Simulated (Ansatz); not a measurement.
CuAu3 under changes of volume

One of the cells (15.761 Å³/atom); the others are scaled copies at fixed shape and fractional positions:

```
CELL_PARAMETERS angstrom
3.98000 0.00000 0.00000
0.00000 3.98000 0.00000
0.00000 0.00000 3.98000
ATOMIC_POSITIONS crystal
Au 0.50000 0.50000 0.00000
Au 0.50000 0.00000 0.50000
Au 0.00000 0.50000 0.50000
Cu 0.00000 0.00000 0.00000
```

```yaml
Program: Ansatz 0.2.0
Functional: r2SCAN
Potentials_or_basis: Ansatz PAW
Cutoff: "500 eV (not typed: the program's choice for these potentials)"
k_mesh: 7 × 7 × 7
Occupations: fermi-dirac, width 0.05 eV
Spin: no spin polarisation
```

```tsv
volume (Å³/atom)	energy over the lowest point (meV/atom)	pressure (GPa)
14.816	58.72	16.4
15.131	31.53	11.5
15.446	?	?
15.761	3.24	3.4
16.076	0.00	0.1
16.392	2.75	-2.7
16.707	10.55	-5.1
```

Q: What does the run at 15.446 Å³/atom give?

A: Energy over the lowest point 13.42 meV/atom; pressure 7.2 GPa.

Worked out: A Birch-Murnaghan fit of order 3 (a polynomial in V^(-2/3)) to the other rows has its minimum at 16.08 Å³/atom with B0 = V·E''(V) = 154 GPa and B' = 6.4. It gives 13.42 meV/atom at 15.446 Å³/atom, against the run's 13.42, and -dE/dV = 7.1 GPa, against 7.2.

Energies are extrapolated to zero smearing.

Caveats: the PAW data sets come from PBE, with cores solved anew for the run's functional, which leaves a small shift of forces and pressure.
